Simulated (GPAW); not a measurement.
The system is Te2Pt (Moncheite).

```
Pt Te
1.0
     4.01000    0.00000    0.00000
    -2.00500    3.47276    0.00000
     0.00000    0.00000    5.20100
Pt Te
1 2
Direct
  0.00000 0.00000 0.00000
  0.66667 0.33333 0.75000
  0.33333 0.66667 0.25000
```

```yaml
Program: GPAW 26.7.0
Task: relaxation of cell and atoms
Functional: BP86
Potentials_or_basis: PAW data sets generated in the run's folder for this functional
Cutoff: 600 eV
Basis: pw
k_mesh: 6 × 6 × 4
Occupations: fermi-dirac, width 0.05 eV
Spin: no spin polarisation
```

At the start: pressure 8.7 GPa; volume 24.14 Å³/atom.

Task: How do energy, volume and symmetry change on relaxing?

Result: Over 12 steps the energy falls by 54.1 meV/atom and the volume is 26.19 Å³/atom (+8.5 %); space group P-3m1 (No. 164, to 0.05 Å).

Step by step:
| step | energy change (eV) | largest force (eV/Å) | pressure (GPa) | volume (Å³) |
| --- | --- | --- | --- | --- |
| 1 | 0.0000 | 1.0244 | 8.74 | 72.43 |
| 2 | -0.0858 | 0.6135 | 5.66 | 73.80 |
| 3 | -0.1524 | 0.0205 | 0.91 | 76.43 |
| 4 | -0.1539 | 0.0882 | 0.34 | 76.84 |
| 5 | -0.1546 | 0.1052 | 0.12 | 77.07 |
| 6 | -0.1565 | 0.1119 | -0.28 | 77.65 |
| 7 | -0.1587 | 0.0766 | -0.47 | 78.25 |
| 8 | -0.1604 | 0.0068 | -0.37 | 78.65 |
| 9 | -0.1610 | 0.0368 | -0.16 | 78.69 |
| 10 | -0.1614 | 0.0553 | 0.01 | 78.63 |
| 11 | -0.1619 | 0.0607 | 0.18 | 78.56 |
| 12 | -0.1624 | 0.0419 | 0.22 | 78.57 |

Final structure:
```
Pt Te
1.0
     4.08401    0.00000    0.00000
    -2.04200    3.53685    0.00000
     0.00000    0.00000    5.43977
Pt Te
1 2
Direct
  0.00000 0.00000 0.00000
  0.66667 0.33333 0.74910
  0.33333 0.66667 0.25090
```

Caveat: later steps reuse the first step's grids.
